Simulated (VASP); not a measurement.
# Ru (P6/mmm) in VASP: notebook, part 2 of 2

VASP 6.6.1. The steps go on from the part before.

## 4. Single point, PBE

This run uses another cell than the first one: it holds 8 atoms, not 1.

Input file INCAR:

```
ALGO = Normal ; EDIFF = 1E-7
ENCUT = 520 ; GGA = PE
ISIF = 2 ; ISMEAR = 0
LASPH = T ; LCHARG = F
LREAL = F ; LWAVE = F
NBANDS = 66 ; NELM = 100
PREC = Accurate ; SIGMA = 0.1
```

Input file KPOINTS:

```
k-points
0
Gamma
  4 4 4
```

Input file POSCAR:

```
Ru
1.0
    4.7895706585      0.0000000000      0.0000000000
    0.0000000000      4.7895706585      0.0000000000
    0.0000000000      0.0000000000      4.7895706585
Ru
8
Direct
    0.5000000000      0.5000000000      0.5000000000
    0.0000000000      0.0000000000      0.0000000000
    0.2500000000      0.0000000000      0.5000000000
    0.5000000000      0.2500000000      0.0000000000
    0.5000000000      0.7500000000      0.0000000000
    0.7500000000      0.0000000000      0.5000000000
    0.0000000000      0.5000000000      0.7500000000
    0.0000000000      0.5000000000      0.2500000000
```

Potentials or basis: VASP PAW PBE potentials, release 64 (Ru_pv).

Run with:

```console
$ cat potpaw_PBE.64/Ru_pv/POTCAR > POTCAR
$ mpirun -np 1 vasp_std > vasp.out
```

OUTCAR:

```text
EDIFF = 1E-7
   ENCUT = 520
   GGA = PE
   ISIF = 2
   ISMEAR = 0
   LASPH = T
   LREAL = F
   NELM = 100
   PREC = Accurate

 ion  position               nearest neighbor table
   1  0.500  0.500  0.500-   3 2.68   4 2.68   5 2.68   6 2.68   7 2.68   8 2.68   4 2.68   5 2.68
                             3 2.68   6 2.68   7 2.68   8 2.68
   2  0.000  0.000  0.000-   3 2.68   4 2.68   5 2.68   6 2.68   7 2.68   8 2.68   3 2.68   6 2.68
                             7 2.68   8 2.68   4 2.68   5 2.68
   3  0.250  0.000  0.500-   6 2.39   6 2.39   1 2.68   2 2.68   1 2.68   2 2.68   8 2.93   5 2.93
                             4 2.93   5 2.93   4 2.93   7 2.93   8 2.93   7 2.93
   4  0.500  0.250  0.000-   5 2.39   5 2.39   1 2.68   1 2.68   2 2.68   2 2.68   8 2.93   3 2.93
[... 899 lines left out ...]
  external PRESSURE =      96.3460584 kB  Pullay stress =       0.0000000 kB

 VOLUME and BASIS-vectors are now :
 -----------------------------------------------------------------------------
  energy-cutoff  :      520.00
  volume of cell :      109.87
      direct lattice vectors                 reciprocal lattice vectors
     4.789570658  0.000000000  0.000000000     0.208786981  0.000000000  0.000000000
     0.000000000  4.789570658  0.000000000     0.000000000  0.208786981  0.000000000
     0.000000000  0.000000000  4.789570658     0.000000000  0.000000000  0.208786981

 POSITION                                       TOTAL-FORCE (eV/Angst)
 -----------------------------------------------------------------------------------
      2.39479      2.39479      2.39479         0.000000     -0.000000      0.000000
      0.00000      0.00000      0.00000         0.000000     -0.000000      0.000000
      1.19739      0.00000      2.39479        -0.000000      0.000000     -0.000000
      2.39479      1.19739      0.00000         0.000000     -0.000000     -0.000000
      2.39479      3.59218      0.00000        -0.000000     -0.000000      0.000000
      3.59218      0.00000      2.39479         0.000000     -0.000000      0.000000
      0.00000      2.39479      3.59218         0.000000     -0.000000      0.000000
      0.00000      2.39479      1.19739        -0.000000     -0.000000      0.000000
 -----------------------------------------------------------------------------------
    total drift:                                0.000000      0.000000     -0.000000

  FREE ENERGIE OF THE ION-ELECTRON SYSTEM (eV)
  ---------------------------------------------------
  free  energy   TOTEN  =       -70.8774274485 eV

  energy  without entropy=      -70.8224011921  energy(sigma->0) =      -70.84991432
```

OSZICAR:

```text
N       E                     dE             d eps       ncg     rms          rms(c)
DAV:   1     0.148549034056E+04    0.14855E+04   -0.67312E+04  1352   0.189E+03
DAV:   2    -0.123375826589E+02   -0.14978E+04   -0.14569E+04  1392   0.599E+02
DAV:   3    -0.736644234283E+02   -0.61327E+02   -0.57382E+02  1688   0.118E+02
DAV:   4    -0.756121495917E+02   -0.19477E+01   -0.19097E+01  1510   0.167E+01
DAV:   5    -0.756690175911E+02   -0.56868E-01   -0.56724E-01  1604   0.266E+00    0.372E+01
DAV:   6    -0.714426427332E+02    0.42264E+01   -0.14724E+01  1442   0.211E+01    0.126E+01
DAV:   7    -0.734116794600E+02   -0.19690E+01   -0.12655E+01  1546   0.224E+01    0.147E+01
DAV:   8    -0.708841238605E+02    0.25276E+01   -0.64203E+00  1530   0.156E+01    0.226E+00
DAV:   9    -0.708855777045E+02   -0.14538E-02   -0.34939E-01  1592   0.294E+00    0.140E+00
DAV:  10    -0.708785231291E+02    0.70546E-02   -0.38122E-02  1512   0.162E+00    0.424E-01
DAV:  11    -0.708774075799E+02    0.11155E-02   -0.27073E-03  1546   0.444E-01    0.837E-02
DAV:  12    -0.708774254004E+02   -0.17821E-04   -0.20875E-04  1848   0.824E-02    0.259E-02
DAV:  13    -0.708774269142E+02   -0.15138E-05   -0.17261E-05  1572   0.311E-02    0.371E-03
DAV:  14    -0.708774273734E+02   -0.45915E-06   -0.61468E-07  1388   0.542E-03    0.205E-03
DAV:  15    -0.708774275073E+02   -0.13394E-06   -0.11619E-07   760   0.295E-03    0.752E-04
DAV:  16    -0.708774274485E+02    0.58782E-07   -0.22801E-08   696   0.126E-03
   1 F= -.70877427E+02 E0= -.70849914E+02  d E =-.550263E-01
```

Run time: 39 s. Hardware: 1 thread of Intel Xeon 6975P-C (Granite Rapids), shared host; peak memory 0.21 GiB.

What came out:

| Quantity | Value |
| --- | --- |
| Free energy | -70.8774 eV |
| Pressure | 9.6 GPa |
| Band gap on the k mesh | none (metal or under the smearing width) |

Levels at points of the mesh, in eV from the Fermi level:
| k point | band 52 | band 53 | band 54 | band 55 | band 56 | band 57 | band 58 | band 59 | band 60 | band 61 |
| --- | --- | --- | --- | --- | --- | --- | --- | --- | --- | --- |
| (0.00, 0.00, 0.00) | -0.73 | -0.62 | -0.62 | -0.62 | -0.21 | -0.21 | 0.36 | 0.36 | 1.06 | 1.06 |
| (0.50, 0.00, 0.00) | -1.33 | -1.00 | -1.00 | -0.24 | -0.24 | 0.45 | 0.45 | 0.58 | 0.58 | 0.71 |
| (0.50, 0.50, 0.00) | -0.64 | -0.30 | -0.15 | -0.15 | 0.07 | 0.07 | 0.09 | 0.62 | 0.62 | 0.91 |
| (0.50, 0.50, 0.50) | -0.96 | -0.96 | -0.96 | 0.69 | 0.69 | 0.69 | 0.69 | 0.69 | 0.69 | 0.96 |

## 5. Single point, PBE

This run uses another cell than the first one: it holds 4 atoms, not 1.

Input file INCAR:

```
PREC = Accurate
ENCUT = 520
EDIFF = 1E-6
ISMEAR = 0
SIGMA = 0.1
LREAL = False
LASPH = True
NELM = 100
ALGO = Fast
ISIF = 2
LWAVE = False
LCHARG = False
GGA = PE
NBANDS = 36
```

Input file KPOINTS:

```
Automatic mesh
0
Gamma
  6 6 4
```

Input file POSCAR:

```
Ru
1.0
    2.3555245982     -1.3608845270     -0.0409875515
    2.3555245982      1.3608845270     -0.0409875515
   -1.4217969181      0.0000000000      8.6577472568
Ru
4
Direct
   -0.1260785312     -0.1260785312      0.1221821746
    1.1260785312      1.1260785312      0.8778178254
    0.7092476264      0.7092476264      0.6279976700
    0.2907523736      0.2907523736      0.3720023300
```

Potentials or basis: VASP PAW PBE potentials, release 64 (Ru_pv).

Run with:

```console
$ cat potpaw_PBE.64/Ru_pv/POTCAR > POTCAR
$ mpirun -np 1 vasp_std > vasp.out
```

OUTCAR:

```text
PREC = Accurate
   ENCUT = 520
   EDIFF = 1E-6
   ISMEAR = 0
   LREAL = False
   LASPH = True
   NELM = 100
   ISIF = 2
   GGA = PE

 ion  position               nearest neighbor table
   1  0.874  0.874  0.122-   2 2.63   2 2.63   2 2.63   4 2.67   4 2.67   4 2.67
   2  0.126  0.126  0.878-   1 2.63   1 2.63   1 2.63   3 2.67   3 2.67   3 2.67
   3  0.709  0.709  0.628-   2 2.67   2 2.67   2 2.67   4 2.71   4 2.71   4 2.71
   4  0.291  0.291  0.372-   1 2.67   1 2.67   1 2.67   3 2.71   3 2.71   3 2.71

  LATTYP: Found a base centered monoclinic cell.
[... 1140 lines left out ...]
  --------------------------------------------------------------------------------------
  -------------------------------------------------------------------------------------
  Total       -0.0390911     -0.0236614     -0.0513723      0.0000000      0.0000000     -0.0089428
  in kB       -1.1315869     -0.6849366     -1.4870933      0.0000000      0.0000000     -0.2588706
  external PRESSURE =      -1.1012056 kB  Pullay stress =       0.0000000 kB

 VOLUME and BASIS-vectors are now :
 -----------------------------------------------------------------------------
  energy-cutoff  :      520.00
  volume of cell :       55.35
      direct lattice vectors                 reciprocal lattice vectors
     2.355524598 -1.360884527 -0.040987551     0.212875247 -0.367408101  0.034958906
     2.355524598  1.360884527 -0.040987551     0.212875247  0.367408101  0.034958906
    -1.421796918  0.000000000  8.657747257     0.002015590  0.000000000  0.115834493

 POSITION                                       TOTAL-FORCE (eV/Angst)
 -----------------------------------------------------------------------------------
      3.94337      0.00000      0.98618        -0.002390      0.000000      0.003368
     -0.65412      0.00000      7.58959         0.002390      0.000000     -0.003368
      2.44842      0.00000      5.37890        -0.001474      0.000000     -0.000964
      0.84084      0.00000      3.19687         0.001474      0.000000      0.000964
 -----------------------------------------------------------------------------------
    total drift:                                0.000000     -0.000000     -0.000000

  FREE ENERGIE OF THE ION-ELECTRON SYSTEM (eV)
  ---------------------------------------------------
  free  energy   TOTEN  =       -36.6291348831 eV

  energy  without entropy=      -36.6146978237  energy(sigma->0) =      -36.62191635
```

OSZICAR:

```text
N       E                     dE             d eps       ncg     rms          rms(c)
DAV:   1     0.677802042825E+03    0.67780E+03   -0.34176E+04  3384   0.173E+03
DAV:   2    -0.181639349629E+02   -0.69597E+03   -0.67810E+03  3540   0.538E+02
DAV:   3    -0.390611091305E+02   -0.20897E+02   -0.20162E+02  3648   0.989E+01
DAV:   4    -0.393442669948E+02   -0.28316E+00   -0.28179E+00  3856   0.101E+01
DAV:   5    -0.393500920563E+02   -0.58251E-02   -0.58247E-02  3816   0.139E+00    0.241E+01
RMM:   6    -0.368093657974E+02    0.25407E+01   -0.65185E+00  3384   0.172E+01    0.652E+00
RMM:   7    -0.370223189572E+02   -0.21295E+00   -0.13727E+00  3411   0.622E+00    0.544E+00
RMM:   8    -0.366426217560E+02    0.37970E+00   -0.20436E-01  3401   0.269E+00    0.119E+00
RMM:   9    -0.366296880031E+02    0.12934E-01   -0.21070E-02  3523   0.101E+00    0.405E-01
RMM:  10    -0.366291355317E+02    0.55247E-03   -0.34723E-03  3538   0.420E-01    0.416E-02
RMM:  11    -0.366291331725E+02    0.23593E-05   -0.47165E-04  3840   0.132E-01    0.291E-02
RMM:  12    -0.366291349053E+02   -0.17328E-05   -0.15834E-04  4336   0.628E-02    0.862E-03
RMM:  13    -0.366291352038E+02   -0.29848E-06   -0.38007E-05  4463   0.288E-02    0.540E-03
RMM:  14    -0.366291342021E+02    0.10017E-05   -0.62183E-06  3042   0.130E-02    0.188E-03
RMM:  15    -0.366291348831E+02   -0.68099E-06   -0.69416E-07  2081   0.415E-03
   1 F= -.36629135E+02 E0= -.36621916E+02  d E =-.144371E-01
```

It took 42 s on 1 thread of Intel Xeon 6975P-C (Granite Rapids), shared host; peak memory 0.2 GiB.

What came out:

```yaml
Free_energy: -36.6291 eV
Pressure: -0.1 GPa
Largest_force: 0.004 eV/Å
Band_gap_on_the_k_mesh: none (metal or under the smearing width)
```

Forces in eV/Å, atoms in the order of the input:
```
Ru  -0.002  0.000  0.003
Ru   0.002  0.000 -0.003
Ru  -0.001  0.000 -0.001
Ru   0.001  0.000  0.001
```

Caveat: the k mesh is coarse (spacing up to 0.45 Å⁻¹), so the values aren't converged.

## 6. Summary

```tsv
task	cell	k mesh	cutoff (eV)	mesh quality	gap on the mesh (eV)	pressure (GPa)
single point	P6/mmm, 15.03 Å³/atom	24 × 24 × 22	520	not flagged	none	0.0
relaxation of cell and atoms	relaxed	24 × 24 × 22	600	not flagged	none	0.0
single point	Pm-3n, 13.73 Å³/atom	4 × 4 × 4	520	not flagged	none	9.6
single point	C2/m, 13.84 Å³/atom	6 × 6 × 4	520	coarse	none	-0.1
```

Alike in all rows: level PBE; potentials or basis VASP PAW PBE potentials, release 64 (Ru_pv); no spin polarisation; smearing gaussian 0.1 eV.

Caveats: some runs use coarse meshes.

Total energies depend on the potentials used, so only differences within one code and one set of settings carry meaning.
